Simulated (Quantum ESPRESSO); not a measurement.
Runs of Quantum ESPRESSO 7.5 on AgCl (Chlorargyrite). The structure is cubic, space group Fm-3m (No. 225). The conventional cell has a = 5.470 Å, b = 5.470 Å, c = 5.470 Å, α = 90.00°, β = 90.00°, γ = 90.00°. Ag (site symmetry m-3m) has 6 Cl at 2.73 Å as nearest neighbours. Around Cl (site symmetry m-3m) lie 6 Ag at 2.73 Å. 

```tsv
task	level	potentials or basis	cell	k mesh	cutoff (eV)	smearing	form of the LDA correlation	SCF threshold	q mesh for exact exchange	cutoff for exact exchange	share of exact exchange	mesh quality	pressure (GPa)
dielectric tensor	LDA	PseudoDojo 0.4.1 SR LDA standard	as given	6 × 6 × 6, shifted	1170	fermi-dirac 0.05 eV	PW92	4e-10 Ry	-	-	-	not flagged	(b)
phonons	PBE	JTH 2.0 PBE	relaxed	6 × 6 × 6, shifted	707	fermi-dirac 0.05 eV	-	4e-10 Ry	-	-	-	not flagged	0.1
dielectric tensor	PBE	PseudoDojo 0.4.1 SR PBE standard	as given	6 × 6 × 6, shifted	1116	fermi-dirac 0.05 eV	-	4e-10 Ry	-	-	-	not flagged	(a)
dielectric tensor	WC	PseudoDojo 0.4.1 SR PBE standard	as given	6 × 6 × 6, shifted	1116	fermi-dirac 0.05 eV	-	4e-10 Ry	-	-	-	not flagged	-0.7
dielectric tensor	PBEsol	PseudoDojo 0.4.1 SR PBEsol standard	as given	6 × 6 × 6, shifted	1116	fermi-dirac 0.05 eV	-	4e-10 Ry	-	-	-	not flagged	-0.8
dielectric tensor	BLYP	PseudoDojo 0.4.1 SR PBE standard	as given	6 × 6 × 6, shifted	1116	fermi-dirac 0.05 eV	-	4e-10 Ry	-	-	-	not flagged	8.1
```

Alike in all rows: no spin polarisation.

Problem. Estimate the missing entries.

Solution. (a) 3.8; (b) -3.8.

Caveats: the cell is more than 3 GPa from zero pressure, which shifts response properties (some runs); the potentials were made for another functional, which shifts forces and pressure (some runs).

The runs don't all hold the same shells in valence.
